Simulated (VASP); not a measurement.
A run of VASP 6.6.1 is set up as follows.

Contents of INCAR:

```
SYSTEM = KBr
PREC = Accurate ; ENCUT = 600
EDIFF = 1E-6 ; ISMEAR = -1
SIGMA = 0.1 ; LREAL = .FALSE.
LASPH = .TRUE. ; NELM = 100
ALGO = Fast ; ISIF = 3
LWAVE = .FALSE. ; LCHARG = .FALSE.
GGA = PE ; IBRION = 2
NSW = 60 ; EDIFFG = -0.01
```

The input KPOINTS:

```
regular mesh
0
G
  5 5 5
  0 0 0
```

The input POSCAR:

```
KBr
1.0
    0.0000000000      3.3276520000      3.3276520000
    3.3276520000      0.0000000000      3.3276520000
    3.3276520000      3.3276520000      0.0000000000
K Br
1 1
Direct
    0.0000000000      0.0000000000      0.0000000000
    0.5000000000      0.5000000000      0.5000000000
```

Potentials or basis: VASP PAW PBE potentials, release 64 (K_sv, Br).

The run is started by

```bash
$ cat potpaw_PBE.64/K_sv/POTCAR potpaw_PBE.64/Br/POTCAR > POTCAR
$ mpirun -np 1 vasp_std > vasp.out
```

Problem. Predict the space group after relaxing (to 0.05 Å).

Solution. Fm-3m (No. 225).

Problem. Estimate the relaxed cell.

Solution. a = 4.746 Å, b = 4.746 Å, c = 4.746 Å, α = 60.00°, β = 60.00°, γ = 60.00°.

Final structure:
```
K Br
1.0
     0.00000    3.35613    3.35613
     3.35613    0.00000    3.35613
     3.35613    3.35613    0.00000
K Br
1 1
Direct
  0.00000 0.00000 0.00000
  0.50000 0.50000 0.50000
```
